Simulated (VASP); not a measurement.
# InP (Fm-3m) in VASP: notebook

One crystal, InP, is run at these levels: PBEsol; tasks: single point.

All numbers are computed with VASP 6.6.1; they aren't measurements. Logs are shortened: lines on timing, memory, paths and dates and some standing lists are left out, and cuts for length are marked.

**1. Starting point**

It takes space group Fm-3m (No. 225, cubic). The conventional cell has a = 5.538 Å, b = 5.538 Å, c = 5.538 Å, α = 90.00°, β = 90.00°, γ = 90.00°. In (site symmetry m-3m) is surrounded by 6 P at 2.77 Å. P (site symmetry m-3m) is surrounded by 6 In at 2.77 Å.

Measurements of this composition are mostly on another form, of space group No. 216.

**2. Single point, PBEsol**

INCAR

```
SYSTEM = InP
PREC = Normal ; ENCUT = 400
EDIFF = 1E-6 ; ISMEAR = 0
SIGMA = 0.05 ; LREAL = .FALSE.
LASPH = .TRUE. ; NELM = 100
ALGO = Normal ; ISIF = 2
LWAVE = .FALSE. ; LCHARG = .FALSE.
GGA = PS ; ADDGRID = .FALSE.
```

KPOINTS

```
regular mesh
0
G
  5 5 5
  0 0 0
```

POSCAR

```
InP
1.0
    0.0000000000      2.7688340000      2.7688340000
    2.7688340000      0.0000000000      2.7688340000
    2.7688340000      2.7688340000      0.0000000000
In P
1 1
Direct
    0.0000000000      0.0000000000      0.0000000000
    0.5000000000      0.5000000000      0.5000000000
```

Potentials or basis: VASP PAW PBE potentials, release 64 (In_d, P).

Launch:

```sh
$ cat potpaw_PBE.64/In_d/POTCAR potpaw_PBE.64/P/POTCAR > POTCAR
$ mpirun -np 1 vasp_std > vasp.out
```

OUTCAR:

```text
SYSTEM = InP
   PREC = Normal
   ENCUT = 400
   EDIFF = 1E-6
   ISMEAR = 0
   LREAL = .FALSE.
   LASPH = .TRUE.
   NELM = 100
   ISIF = 2
   GGA = PS

 Found     10 irreducible k-points:

 Following reciprocal coordinates:
            Coordinates               Weight
  0.000000  0.000000  0.000000      1.000000
  0.200000  0.000000  0.000000      8.000000
  0.400000  0.000000  0.000000      8.000000
  0.200000  0.200000  0.000000      6.000000
  0.400000  0.200000  0.000000     24.000000
 -0.400000  0.200000  0.000000     24.000000
   k-points           NKPTS =     10   k-points in BZ     NKDIM =     10   number of bands    NBANDS=     13
   number of dos      NEDOS =    301   number of ions     NIONS =      2
   total plane-waves  NPLWV =   8000
   dimension x,y,z NGX =    20 NGY =   20 NGZ =   20
   dimension x,y,z NGXF=    40 NGYF=   40 NGZF=   40
   ions per type =               1   1
   NGX,Y,Z   is equivalent  to a cutoff of   8.49,  8.49,  8.49 a.u.
   NGXF,Y,Z  is equivalent  to a cutoff of  16.98, 16.98, 16.98 a.u.
 SYSTEM =  InP
   PREC   = normal    normal or accurate (medium, high low for compatibility)
   ISTART =      0    job   : 0-new  1-cont  2-samecut
   ICHARG =      2    charge: 1-file 2-atom 10-const
   ISPIN  =      1    spin polarized calculation?
   LNONCOLLINEAR =      F non collinear calculations
   LSORBIT =      F    spin-orbit coupling
   LASPH  =      T    aspherical Exc in radial PAW
   ENCUT  =  400.0 eV  29.40 Ry    5.42 a.u.   6.39  6.39  6.39*2*pi/ulx,y,z
   NELM   =    100;   NELMIN=  2; NELMDL= -5     # of ELM steps
   EDIFF  = 0.1E-05   stopping-criterion for ELM
   LREAL  =      F    real-space projection
   EDIFFG = 0.1E-04   stopping-criterion for IOM
   NSW    =      0    number of steps for IOM
   IBRION =     -1    ionic relax: 0-MD 1-quasi-New 2-CG
   NFREE  =      0    steps in history (QN), initial steepest desc. (CG)
   ISIF   =      2    stress and relaxation
   ISYM   =      2    0-nonsym 1-usesym 2-fastsym
   POTIM  = 0.5000    time-step for ionic-motion
   TEBEG  =    0.0;   TEEND  =   0.0 temperature during run
   PSTRESS=    0.0 pullay stress
   NELECT =      18.0000    total number of electrons
   NUPDOWN=      -1.0000    fix difference up-down
   EMIN   =  10.00;   EMAX   =-10.00  energy-range for DOS
   EFERMI =   0.00;   METHOD = LEGACY
   ISMEAR =     0;   SIGMA  =   0.05  broadening in eV -4-tet -1-fermi 0-gaus
   EFERMI_NEDOS =   21; number of points for ismear=-14 and -15
   IALGO  =     38    algorithm
   IMIX   =      4    mixing-type and parameters
     AMIX     =   0.40;   BMIX     =  1.00
     AMIX_MAG =   1.60;   BMIX_MAG =  1.00
  volume/ion in A,a.u.               =      21.23       143.25
  Fermi-wavevector in a.u.,A,eV,Ry     =   1.229869  2.324115 20.579860  1.512577
  Thomas-Fermi vector in A             =   2.364739
   LORBIT       =      0    0 simple, 1 ext, 2 COOP (PROOUT), +10 PAW based schemes
   GGA     = PS    functional components
   LHFCALC =     F    Hartree Fock is set to
   AEXX    =    0.0000 exact exchange contribution
   IVDW    =     0    specifies the selected vdW correction
   LEPSILON=     F    determine dielectric tensor
   LRPA    =     F    only Hartree local field effects (RPA)
 non-spin polarized calculation
 Gauss-broadening in eV      SIGMA  =   0.05
  energy-cutoff  :      400.00
  volume of cell :       42.45
 maximum number of plane-waves:       785
   NGX = 13   NGY = 13   NGZ = 13

 number of electron      17.9999997 magnetization

 Free energy of the ion-electron system (eV)
  ---------------------------------------------------
  ext. energy  EPLUGINS =         0.00000000
  ---------------------------------------------------
  free energy    TOTEN  =        -8.75511337 eV

  energy without entropy =       -8.75168129  energy(sigma->0) =       -8.75339733

 E-fermi :   7.0379     XC(G=0): -10.5488

 val. band max:        7.0266837260   @ k =   0.4000   0.0000   0.0000
 cond. band min:       7.2330271424   @ k =  -0.2000   0.2000   0.0000
 fundamental gap:      0.2063434164
 Fermi energy:         7.0379489024

 k-point     1 :       0.0000    0.0000    0.0000
  band No.  band energies     occupation
      1      -7.2087      2.00000
      2      -7.2087      2.00000
      3      -7.1878      2.00000
      4      -7.1878      2.00000
      5      -7.1878      2.00000
      6      -5.0929      2.00000
      7       6.6660      2.00000
      8       6.6660      2.00000
      9       6.6660      2.00000
     10       7.4069      0.00000
     11      13.9936      0.00000
     12      13.9936      0.00000
     13      13.9936      0.00000

 k-point     2 :       0.2000    0.0000    0.0000
  band No.  band energies     occupation
      1      -7.2289      2.00000
      2      -7.2289      2.00000
      3      -7.1901      2.00000
      4      -7.1607      2.00000
      5      -7.1607      2.00000
      6      -4.5986      2.00000
      7       3.6965      2.00000
      8       6.7550      2.00000
      9       6.7550      2.00000
     10       9.4546      0.00000
     11      12.4802      0.00000
     12      12.5279      0.00000
     13      12.5279      0.00000

 k-point     3 :       0.4000    0.0000    0.0000
  band No.  band energies     occupation
      1      -7.2654      2.00000
      2      -7.2654      2.00000
      3      -7.1982      2.00000
      4      -7.1121      2.00000
      5      -7.1121      2.00000
      6      -3.3530      2.00000
      7       0.8264      2.00000
      8       7.0267      1.25001
      9       7.0267      1.24999
     10       9.4338      0.00000
     11      10.5772      0.00000
     12      10.5772      0.00000
     13      12.1254      0.00000

 k-point     4 :       0.2000    0.2000    0.0000
  band No.  band energies     occupation
      1      -7.2893      2.00000
      2      -7.2074      2.00000
      3      -7.1921      2.00000
      4      -7.1503      2.00000
      5      -7.1503      2.00000
      6      -4.3958      2.00000
      7       4.2303      2.00000
      8       5.8386      2.00000
      9       5.8386      2.00000
     10       9.1346      0.00000
     11      11.8801      0.00000
     12      12.1340      0.00000
     13      14.2389      0.00000

 k-point     5 :       0.4000    0.2000    0.0000
  band No.  band energies     occupation
      1      -7.3549      2.00000
      2      -7.2123      2.00000
      3      -7.2042      2.00000
      4      -7.1279      2.00000
      5      -7.1047      2.00000
      6      -3.3007      2.00000
      7       1.9854      2.00000
      8       5.4226      2.00000
      9       5.6244      2.00000
     10       7.8328      0.00000
     11      11.8188      0.00000
     12      13.2035      0.00000
     13      13.2327      0.00000

 k-point     6 :      -0.4000    0.2000    0.0000
  band No.  band energies     occupation
      1      -7.3393      2.00000
      2      -7.2448      2.00000
      3      -7.1773      2.00000
      4      -7.1326      2.00000
      5      -7.1044      2.00000
      6      -2.5942      2.00000
      7       0.7789      2.00000
      8       4.4603      2.00000
      9       6.3114      2.00000
     10       8.5031      0.00000
     11      11.6565      0.00000
     12      11.6867      0.00000
     13      14.3205      0.00000

 [... further k-points ...]

------------------------ aborting loop because EDIFF is reached ----------------------------------------

  FORCE on cell =-STRESS in cart. coord.  units (eV):
  Direction    XX          YY          ZZ          XY          YZ          ZX
  --------------------------------------------------------------------------------------
  -------------------------------------------------------------------------------------
  Total       -0.8398208     -0.8398208     -0.8398208     -0.0000000      0.0000000      0.0000000
  in kB      -31.6939567    -31.6939567    -31.6939567     -0.0000000      0.0000000      0.0000000
  external PRESSURE =     -31.6939567 kB  Pullay stress =       0.0000000 kB

 VOLUME and BASIS-vectors are now :
 -----------------------------------------------------------------------------
  energy-cutoff  :      400.00
  volume of cell :       42.45
      direct lattice vectors                 reciprocal lattice vectors
     0.000000000  2.768834000  2.768834000    -0.180581429  0.180581429  0.180581429
     2.768834000  0.000000000  2.768834000     0.180581429 -0.180581429  0.180581429
     2.768834000  2.768834000  0.000000000     0.180581429  0.180581429 -0.180581429

 POSITION                                       TOTAL-FORCE (eV/Angst)
 -----------------------------------------------------------------------------------
      0.00000      0.00000      0.00000        -0.000000      0.000000     -0.000000
      2.76883      2.76883      2.76883         0.000000     -0.000000      0.000000
 -----------------------------------------------------------------------------------
    total drift:                                0.000000     -0.000000     -0.000000

  FREE ENERGIE OF THE ION-ELECTRON SYSTEM (eV)
  ---------------------------------------------------
  free  energy   TOTEN  =        -8.7551133696 eV

  energy  without entropy=       -8.7516812854  energy(sigma->0) =       -8.75339733
```

Run time: 5.5 s. Hardware: 1 thread of Intel Xeon Platinum 8488C (Sapphire Rapids), shared host; peak memory 0.12 GiB.

The run converged, but some of its settings lie outside the range that counts as converged, so its numbers aren't taken as properties of the crystal.

What came out:

```yaml
Free_energy: -8.7551 eV
Pressure: -3.2 GPa
Band_gap_on_the_k_mesh: none (metal or under the smearing width)
```

Caveat: the k mesh is coarse (spacing up to 0.39 Å⁻¹), so the values aren't converged; the PAW data sets were made with another functional, which shifts forces and pressure a little.

**3. Single point, PBEsol**

INCAR

```
SYSTEM = InP
PREC = Accurate ; ENCUT = 400
EDIFF = 1E-6 ; ISMEAR = 0
SIGMA = 0.05 ; LREAL = Auto
LASPH = .TRUE. ; NELM = 100
ALGO = Normal ; ISIF = 2
LWAVE = .FALSE. ; LCHARG = .FALSE.
GGA = PS ; ADDGRID = .FALSE.
```

KPOINTS is that of step 2.

POSCAR is that of step 2.

Potentials or basis: VASP PAW PBE potentials, release 64 (In_d, P).

Launch:

```sh
$ cat potpaw_PBE.64/In_d/POTCAR potpaw_PBE.64/P/POTCAR > POTCAR
$ mpirun -np 1 vasp_std > vasp.out
```

Wall time 13 s (1 thread of Intel Xeon Platinum 8488C (Sapphire Rapids), shared host); peak memory 0.15 GiB.

These settings aren't checked as converged: the numbers below hold their error.

Results:

```
Free energy            : -8.7556 eV
Pressure               : -3.2 GPa
Band gap on the k mesh : none (metal or under the smearing width)
```

Caveat: the k mesh is coarse (spacing up to 0.39 Å⁻¹), so the values aren't converged; the PAW data sets were made with another functional, which shifts forces and pressure a little.

(Continued in part 2 of 2.)
